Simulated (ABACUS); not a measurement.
# SiNi3 (Pm-3m) in ABACUS: equation of state

Aim: energy against volume of SiNi3 in PBE, for its equilibrium volume and stiffness.

Program: ABACUS 3.10.1. These are calculated values, not measurements. Logs are shortened: lines on timing, memory, paths and dates and some standing lists are left out, and cuts for length are marked.

### Step 1. The crystal as given

It takes space group Pm-3m (No. 221, cubic). The conventional cell has a = 3.542 Å, b = 3.542 Å, c = 3.542 Å, α = 90.00°, β = 90.00°, γ = 90.00°. Ni (site symmetry 4/mmm) has 8 Ni at 2.50 Å and 4 Si at 2.50 Å as nearest neighbours. Si (site symmetry m-3m) is surrounded by 12 Ni at 2.50 Å.

### Step 2. Equation of state, PBE, collinear spin, ferromagnetic start, 10.44 Å³/atom (volume scaled by 0.94)

Contents of INPUT:

```
INPUT_PARAMETERS
suffix              SiNi3
calculation         scf
basis_type          pw
pseudo_dir          ./
symmetry            1
dft_functional      pbe
ecutwfc             98
pseudo_rcut         10
nspin               2
nbands              37
ks_solver           dav
smearing_method     fd
smearing_sigma      0.00367493
scf_thr             1e-08
scf_nmax            100
mixing_type         broyden
mixing_beta         0.4
cal_force           1
cal_stress          1
kpar                4
```

Contents of STRU:

```
ATOMIC_SPECIES
Ni 58.6934 Ni.upf
Si 28.0850 Si.upf

LATTICE_CONSTANT
1.8897261246

LATTICE_VECTORS
3.4696939971 0.0000000000 0.0000000000
0.0000000000 3.4696939971 0.0000000000
0.0000000000 0.0000000000 3.4696939971

ATOMIC_POSITIONS
Direct

Ni
0.0
3
0.5000000000 0.5000000000 0.0000000000 1 1 1 mag 1
0.5000000000 0.0000000000 0.5000000000 1 1 1 mag 1
0.0000000000 0.5000000000 0.5000000000 1 1 1 mag 1

Si
0.0
1
0.0000000000 0.0000000000 0.0000000000 1 1 1 mag 0
```

Contents of KPT:

```
K_POINTS
0
Gamma
8 8 8 0 0 0
```

Potentials or basis: PseudoDojo NC SR 0.4.1 PBE standard, plane waves.

Started as:

```console
OMP_NUM_THREADS=1 mpirun -np 4 abacus > log
```

running log:

```text
ABACUS v3.10.1

               Atomic-orbital Based Ab-initio Computation at UStc

 ------------------------------------------------------------------------------------

 READING GENERAL INFORMATION
                           global_out_dir = OUT.SiNi3/
                           global_in_card = INPUT
                               pseudo_dir = ./
                              orbital_dir =
                                    DSIZE = 4
                                    GSIZE = 1

 READING UNITCELL INFORMATION
                                    ntype = 2
                  lattice constant (Bohr) = 1.88973
              lattice constant (Angstrom) = 1

 READING ATOM TYPE 1
                               atom label = Ni
                      L=0, number of zeta = 1
                      L=1, number of zeta = 1
                      L=2, number of zeta = 1
             number of atom for this type = 3
               magnetization of element 1 = 1

 READING ATOM TYPE 2
                               atom label = Si
                      L=0, number of zeta = 1
                      L=1, number of zeta = 1
                      L=2, number of zeta = 1
             number of atom for this type = 1
               magnetization of element 2 = 0

                        TOTAL ATOM NUMBER = 4
DIRECT COORDINATES
    atom                   x                   y                   z     mag                  vx                  vy                  vz
taud_Ni1            0.5000000000        0.5000000000        0.0000000000  1.0000        0.0000000000        0.0000000000        0.0000000000
taud_Ni2            0.5000000000        0.0000000000        0.5000000000  1.0000        0.0000000000        0.0000000000        0.0000000000
taud_Ni3            0.0000000000        0.5000000000        0.5000000000  1.0000        0.0000000000        0.0000000000        0.0000000000
taud_Si1            0.0000000000        0.0000000000        0.0000000000  0.0000        0.0000000000        0.0000000000        0.0000000000

                          Volume (Bohr^3) = 281.884
                             Volume (A^3) = 41.7708

 Lattice vectors: (Cartesian coordinate: in unit of a_0)
             +3.46969                  +0                  +0
                   +0            +3.46969                  +0
                   +0                  +0            +3.46969
 Reciprocal vectors: (Cartesian coordinate: in unit of 2 pi/a_0)
             +0.28821                  -0                  +0
                   -0            +0.28821                  -0
                   +0                  -0            +0.28821
 The esolver type has been set to : ksdft_pw

                PAO radial cut off (Bohr) = 10

 Read in pseudopotential file is Ni.upf
                     pseudopotential type = NC
          exchange-correlation functional = PBE
                 nonlocal core correction = 1
                        valence electrons = 18
                                     lmax = 2
                           number of zeta = 4
                     number of projectors = 6
                           L of projector = 0
[... 5 lines left out ...]
                PAO radial cut off (Bohr) = 10

 Read in pseudopotential file is Si.upf
                     pseudopotential type = NC
          exchange-correlation functional = PBE
                 nonlocal core correction = 1
                        valence electrons = 4
                                     lmax = 2
                           number of zeta = 2
                     number of projectors = 6
                           L of projector = 0
                           L of projector = 0
                           L of projector = 1
                           L of projector = 1
                           L of projector = 2
                           L of projector = 2
     initial pseudo atomic orbital number = 34
 The readin total magnetization is 3

 SETUP THE ELECTRONS NUMBER
            electron number of element Ni = 18
      total electron number of element Ni = 54
            electron number of element Si = 4
      total electron number of element Si = 4
            AUTOSET number of electrons:  = 58
                           occupied bands = 29
                                   NBANDS = 37
                                   NLOCAL = 36

%%%%%%%%%%%%%%%%%%%%%%%%%%%%%%%%%%%%%%%%%%%%%%%%%%%%%%%%%%%%%%%%%%%%%%%%%%%%%%%%%%%%%%%%%%%%%%%%%%%%%%%%%%
 Warning: the number of valence electrons in pseudopotential > 10 for Ni: [Ar] 3d8 4s2
 Pseudopotentials with additional electrons can yield (more) accurate outcomes, but may be less efficient.
 If you're confident that your chosen pseudopotential is appropriate, you can safely ignore this warning.
%%%%%%%%%%%%%%%%%%%%%%%%%%%%%%%%%%%%%%%%%%%%%%%%%%%%%%%%%%%%%%%%%%%%%%%%%%%%%%%%%%%%%%%%%%%%%%%%%%%%%%%%%%

 SETUP THE PLANE WAVE BASIS
 energy cutoff for charge/potential (unit:Ry) = 392
            fft grid for charge/potential = [ 45, 45, 45 ]
                        fft grid division = [ 1, 1, 1 ]
[... 64 lines left out ...]
                       right hand lattice = 1
(for k-lattice: )
                             BRAVAIS TYPE = 1
                     BRAVAIS LATTICE NAME = 01. Cubic P (simple)
                                    ibrav = 1
                       right hand lattice = 1
                        ROTATION MATRICES = 48
                               nkstot_ibz = 35
K-POINTS REDUCTION ACCORDING TO SYMMETRY
     IBZ    DIRECT_X    DIRECT_Y    DIRECT_Z  WEIGHT  ibz2bz
       1  0.00000000  0.00000000  0.00000000  0.0020       0
       2  0.12500000  0.00000000  0.00000000  0.0117       1
       3  0.25000000  0.00000000  0.00000000  0.0117       2
       4  0.37500000  0.00000000  0.00000000  0.0117       3
       5  0.50000000  0.00000000  0.00000000  0.0059       4
       6  0.12500000  0.12500000  0.00000000  0.0234       9
[... 22 lines left out ...]
      29  0.37500000  0.37500000  0.25000000  0.0469     155
      30  0.50000000  0.37500000  0.25000000  0.0469     156
[... 5 further k points ...]

                               nkstot now = 35
[... K-POINTS DIRECT COORDINATES: 35 rows ...]

           k-point number in this process = 9
       minimum distributed K point number = 8
[... stars of the k points ...]
                             nks(nspin=2) = 18
                          nkstot(nspin=2) = 70

[... K-POINTS CARTESIAN COORDINATES: 18 rows ...]

[... K-POINTS DIRECT COORDINATES: 18 rows ...]

 SETUP PLANE WAVES FOR WAVE FUNCTIONS
     energy cutoff for wavefunc (unit:Ry) = 98
              fft grid for wave functions = [ 45, 45, 45 ]
                    number of plane waves = 5377
                         number of sticks = 373

 PARALLEL PW FOR WAVE FUNCTIONS
     PROC   COLUMNS(POT)             PW
        1            373           5377
 --------------- sum -------------------
        1            373           5377

 SETUP NONLOCAL PSEUDOPOTENTIALS IN PLANE WAVE BASIS
 Ni non-local projectors:
 projector 1 L=0
 projector 2 L=0
 projector 3 L=1
 projector 4 L=1
 projector 5 L=2
 projector 6 L=2
 Si non-local projectors:
 projector 1 L=0
 projector 2 L=0
 projector 3 L=1
 projector 4 L=1
 projector 5 L=2
 projector 6 L=2
      TOTAL NUMBER OF NONLOCAL PROJECTORS = 72

 Init Non-Local PseudoPotential table :
 Init Non-Local-Pseudopotential done.

                                     npwx = 4640

 Make real space PAO into reciprocal space.
       max mesh points in Pseudopotential = 1001
     dq(describe PAO in reciprocal space) = 0.01
                                    max q = 1192

 number of pseudo atomic orbitals for Ni is 4
WARNING: norm of atomic wavefunction # 4 of atomic type Ni is 0.999945, renormalized

 number of pseudo atomic orbitals for Si is 2
WARNING: norm of atomic wavefunction # 2 of atomic type Si is 0.999847, renormalized

 -------------------------------------------
 SELF-CONSISTENT
 -------------------------------------------
                                 init_chg = atomic

 PW ALGORITHM --------------- ION=   1  ELEC=   1--------------------------------

 Notice: Threshold on eigenvalues was too large.
 hsover_error=0.58 > DRHO=0.221085
 Origin diag ethr = 0.01
 New diag ethr = 0.000381182
          total magnetism (Bohr mag/cell) = 0.541357
       absolute magnetism (Bohr mag/cell) = 0.93403
                        nelec for spin up = 29.2707
                      nelec for spin down = 28.7293

 Density error is 0.218744517091
                          Error Threshold = 0.000381181775289
----------------------------------------------------------
     Energy           Rydberg                 eV
----------------------------------------------------------
 E_KohnSham     -1015.2837547971     -13813.6441520759
 E_Harris       -1004.9115337580     -13672.5228450275
 E_Fermi        1.3401740436         18.2340033048
----------------------------------------------------------
[... 135 lines left out ...]
 Density error is 1.3994385322e-09
                          Error Threshold = 7.4311918554e-11
----------------------------------------------------------
     Energy           Rydberg                 eV
----------------------------------------------------------
 E_KohnSham     -1015.3362585184     -13814.3585018506
 E_KS(sigma->0) -1015.3356134207     -13814.3497248469
 E_Harris       -1015.3359815389     -13814.3547333521
 E_band         -58.1688239912       -791.4274522393
 E_one_elec     -568.1255030398      -7729.7440204576
 E_Hartree      323.4333083618       4400.5359167109
 E_xc           -132.0173253606      -1796.1878596236
 E_Ewald        -638.6254482845      -8688.9449844729
 E_entropy(-TS) -0.0012901953        -0.0175540075
 E_descf        0.0000000000         0.0000000000
 E_exx          0.0000000000         0.0000000000
 E_Fermi        1.3607270471         18.5136412629
----------------------------------------------------------

 charge density convergence is achieved
 final etot is -13814.358502 eV
 EFERMI = 18.513641263 eV

 STATE ENERGY(eV) AND OCCUPATIONS    NSPIN == 2
SPIN UP :
 1/9 kpoint (Cartesian) = 0.0000 0.0000 0.0000 (4625 pws)
       1       -84.7639     0.00195312
       2       -84.7228     0.00195312
       3       -84.7228     0.00195312
       4       -45.2239     0.00195312
       5       -45.2239     0.00195312
       6       -45.2239     0.00195312
[... 224 lines left out ...]
      36        28.4970    4.52756e-89
      37        29.6303        0.00000

[... levels at 12 further k points ...]

------------------------------------------------------------------------------------------
 TOTAL-FORCE (eV/Angstrom)
------------------------------------------------------------------------------------------
                       Ni1         0.0000000000         0.0000000000         0.0000000000
                       Ni2         0.0000000000         0.0000000000         0.0000000000
                       Ni3         0.0000000000         0.0000000000         0.0000000000
                       Si1         0.0000000000         0.0000000000         0.0000000000
------------------------------------------------------------------------------------------

----------------------------------------------------------------
 TOTAL-STRESS (KBAR)
----------------------------------------------------------------
        73.7583490488        -0.0000000000        -0.0000000000
        -0.0000000000        73.7583490488         0.0000000000
         0.0000000000        -0.0000000000        73.7583490488
----------------------------------------------------------------
 TOTAL-PRESSURE: 73.758349 KBAR

 --------------------------------------------
 !FINAL_ETOT_IS -13814.3585018506473716 eV
 --------------------------------------------
```

Wall time 51 s (4 MPI ranks of AMD EPYC 7R43 (Zen 3), shared host); peak memory 0.72 GiB.

What came out:

```yaml
Free_energy: -13814.3585 eV
Pressure: 7.4 GPa
Band_gap_on_the_k_mesh: none (metal or under the smearing width)
Net_moment: 0.00 μB per cell
Absolute_moment: 0.00 μB per cell
```

### Step 3. Equation of state, PBE, collinear spin, ferromagnetic start, 10.66 Å³/atom (volume scaled by 0.96)

INPUT is that of step 2.

STRU: that of step 2 with these lines changed.

```diff
@@ -8,5 +8,5 @@
 LATTICE_VECTORS
-3.4696939971 0.0000000000 0.0000000000
-0.0000000000 3.4696939971 0.0000000000
-0.0000000000 0.0000000000 3.4696939971
+3.4941292669 0.0000000000 0.0000000000
+0.0000000000 3.4941292669 0.0000000000
+0.0000000000 0.0000000000 3.4941292669
```

KPT is that of step 2.

Potentials or basis: PseudoDojo NC SR 0.4.1 PBE standard, plane waves.

Started as:

```console
OMP_NUM_THREADS=1 mpirun -np 4 abacus > log
```

Wall time 52 s (4 MPI ranks of AMD EPYC 7R43 (Zen 3), shared host); peak memory 0.72 GiB.

Results (log left out):

```yaml
Free_energy: -13814.3855 eV
Pressure: 2.4 GPa
Band_gap_on_the_k_mesh: none (metal or under the smearing width)
Net_moment: 0.00 μB per cell
Absolute_moment: 0.00 μB per cell
```

### Step 4. Equation of state, PBE, collinear spin, ferromagnetic start, 10.89 Å³/atom (volume scaled by 0.98)

INPUT is that of step 3.

STRU: that of step 3 with these lines changed.

```diff
@@ -8,5 +8,5 @@
 LATTICE_VECTORS
-3.4941292669 0.0000000000 0.0000000000
-0.0000000000 3.4941292669 0.0000000000
-0.0000000000 0.0000000000 3.4941292669
+3.5182274716 0.0000000000 0.0000000000
+0.0000000000 3.5182274716 0.0000000000
+0.0000000000 0.0000000000 3.5182274716
```

KPT is that of step 3.

Started as:

```console
OMP_NUM_THREADS=1 mpirun -np 4 abacus > log
```

Wall time 50 s (4 MPI ranks of AMD EPYC 7R43 (Zen 3), shared host); peak memory 0.76 GiB.

It converged, with:

* Free energy: -13814.3866 eV
* Pressure: -2.0 GPa
* Band gap on the k mesh: none (metal or under the smearing width)
* Net moment: 0.00 μB per cell
* Absolute moment: 0.00 μB per cell

### Step 5. Equation of state, PBE, collinear spin, ferromagnetic start, 11.11 Å³/atom

INPUT is that of step 4.

STRU: that of step 4 with these lines changed.

```diff
@@ -8,5 +8,5 @@
 LATTICE_VECTORS
-3.5182274716 0.0000000000 0.0000000000
-0.0000000000 3.5182274716 0.0000000000
-0.0000000000 0.0000000000 3.5182274716
+3.5420000000 0.0000000000 0.0000000000
+0.0000000000 3.5420000000 0.0000000000
+0.0000000000 0.0000000000 3.5420000000
```

KPT is that of step 4.

Started as:

```console
OMP_NUM_THREADS=1 mpirun -np 4 abacus > log
```

Wall time 53 s (4 MPI ranks of AMD EPYC 7R43 (Zen 3), shared host); peak memory 0.76 GiB.

Results (log left out):

```yaml
Free_energy: -13814.3647 eV
Pressure: -5.9 GPa
Band_gap_on_the_k_mesh: none (metal or under the smearing width)
Net_moment: 0.00 μB per cell
Absolute_moment: 0.00 μB per cell
```

### Step 6. Equation of state, PBE, collinear spin, ferromagnetic start, 11.33 Å³/atom (volume scaled by 1.02)

INPUT is that of step 5.

STRU: that of step 5 with these lines changed.

```diff
@@ -8,5 +8,5 @@
 LATTICE_VECTORS
-3.5420000000 0.0000000000 0.0000000000
-0.0000000000 3.5420000000 0.0000000000
-0.0000000000 0.0000000000 3.5420000000
+3.5654576373 0.0000000000 0.0000000000
+0.0000000000 3.5654576373 0.0000000000
+0.0000000000 0.0000000000 3.5654576373
```

KPT is that of step 5.

Potentials or basis: PseudoDojo NC SR 0.4.1 PBE standard, plane waves.

Started as:

```console
OMP_NUM_THREADS=1 mpirun -np 4 abacus > log
```

Wall time 56 s (4 MPI ranks of AMD EPYC 7R43 (Zen 3), shared host); peak memory 0.76 GiB.

Results (log left out):

```yaml
Free_energy: -13814.3224 eV
Pressure: -9.4 GPa
Band_gap_on_the_k_mesh: none (metal or under the smearing width)
Net_moment: 0.00 μB per cell
Absolute_moment: 0.00 μB per cell
```

### Step 7. Equation of state, PBE, collinear spin, ferromagnetic start, 11.55 Å³/atom (volume scaled by 1.04)

INPUT is that of step 6.

STRU: that of step 6 with these lines changed.

```diff
@@ -8,5 +8,5 @@
 LATTICE_VECTORS
-3.5654576373 0.0000000000 0.0000000000
-0.0000000000 3.5654576373 0.0000000000
-0.0000000000 0.0000000000 3.5654576373
+3.5886106083 0.0000000000 0.0000000000
+0.0000000000 3.5886106083 0.0000000000
+0.0000000000 0.0000000000 3.5886106083
```

KPT is that of step 6.

Started as:

```console
OMP_NUM_THREADS=1 mpirun -np 4 abacus > log
```

It took 56 s on 4 MPI ranks of AMD EPYC 7R43 (Zen 3), shared host; peak memory 0.76 GiB.

Results (log left out):

```
Free energy            : -13814.2619 eV
Pressure               : -12.4 GPa
Band gap on the k mesh : none (metal or under the smearing width)
Net moment             : 0.00 μB per cell
Absolute moment        : 0.00 μB per cell
```

### Step 8. Equation of state, PBE, collinear spin, ferromagnetic start, 11.78 Å³/atom (volume scaled by 1.06)

INPUT is that of step 7.

STRU: that of step 7 with these lines changed.

```diff
@@ -8,5 +8,5 @@
 LATTICE_VECTORS
-3.5886106083 0.0000000000 0.0000000000
-0.0000000000 3.5886106083 0.0000000000
-0.0000000000 0.0000000000 3.5886106083
+3.6114686170 0.0000000000 0.0000000000
+0.0000000000 3.6114686170 0.0000000000
+0.0000000000 0.0000000000 3.6114686170
```

KPT is that of step 7.

Started as:

```console
OMP_NUM_THREADS=1 mpirun -np 4 abacus > log
```

Run time: 60 s. Hardware: 4 MPI ranks of AMD EPYC 7R43 (Zen 3), shared host; peak memory 0.76 GiB.

The run converged. Its results:

| Property | Result |
| --- | --- |
| Free energy | -13814.1854 eV |
| Pressure | -15.2 GPa |
| Band gap on the k mesh | none (metal or under the smearing width) |
| Net moment | 0.00 μB per cell |
| Absolute moment | 0.00 μB per cell |

### Step 9. Equation of state, PBE, collinear spin, ferromagnetic start

Potentials or basis: PseudoDojo NC SR 0.4.1 PBE standard, plane waves.

No new run: the results of the series are fitted here.

What came out:

| Quantity | Value |
| --- | --- |
| Equilibrium volume | 10.78 Å³/atom |
| Bulk modulus | 213 GPa |
| Pressure derivative of the bulk modulus | 4.8 |

Energy against volume, from the lowest point:
```tsv
volume (Å³/atom)	energy (meV/atom)
10.443	7.03
10.665	0.28
10.887	0.00
11.109	5.48
11.331	16.07
11.554	31.18
11.776	50.32
```
